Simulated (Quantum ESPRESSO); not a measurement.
**EuS under changes of volume**

One of the cells (26.424 Å³/atom); the others are scaled copies at fixed shape and fractional positions:

```xyz
2
Lattice="0.0000 2.9785 2.9785 2.9785 0.0000 2.9785 2.9785 2.9785 0.0000" Properties=species:S:1:pos:R:3 pbc="T T T"
Eu    0.0000    0.0000    0.0000
S     2.9785    2.9785    2.9785
```

* Program: Quantum ESPRESSO 7.5
* Functional: PBEsol
* Potentials or basis: SSSP 1.3 efficiency PBE
* Cutoff: 748 eV
* Density cutoff: 5987 eV
* k mesh: 8 × 8 × 8
* Occupations: fermi-dirac, width 0.05 eV
* Spin: collinear spin, ferromagnetic start
* Starting moments: [7.0, 0.0] μB

```tsv
volume (Å³/atom)	energy over the lowest point (meV/atom)	pressure (GPa)	moment (μB per cell)
24.838	0.00	-3.6	6.94
25.367	13.08	-4.5	6.95
25.895	29.11	-5.3	6.96
26.424	?	?	?
26.952	68.73	-6.7	6.97
27.481	91.68	-7.3	6.98
28.009	116.38	-7.7	6.98
```

Q: What does the run at 26.424 Å³/atom give?

A: Energy over the lowest point 47.77 meV/atom; pressure -6.1 GPa; moment 6.97 μB per cell.

Worked out: A Birch-Murnaghan fit of order 3 (a polynomial in V^(-2/3)) to the other rows has no minimum within the range. It gives 47.79 meV/atom at 26.424 Å³/atom, against the run's 47.77, and -dE/dV = -6.0 GPa, against -6.1. A straight line through the other rows of the moment, of slope 0.0128 μB per Å³/atom, gives 6.96 μB, against the run's 6.97.

Energies are extrapolated to zero smearing.

Caveats: the potentials were made for another functional, which shifts forces and pressure; a cell with one magnetic atom can't hold antiferromagnetic order, which such compounds often take; without U or exact exchange the open f shell lies at the Fermi level, which spoils levels, moments and volumes.
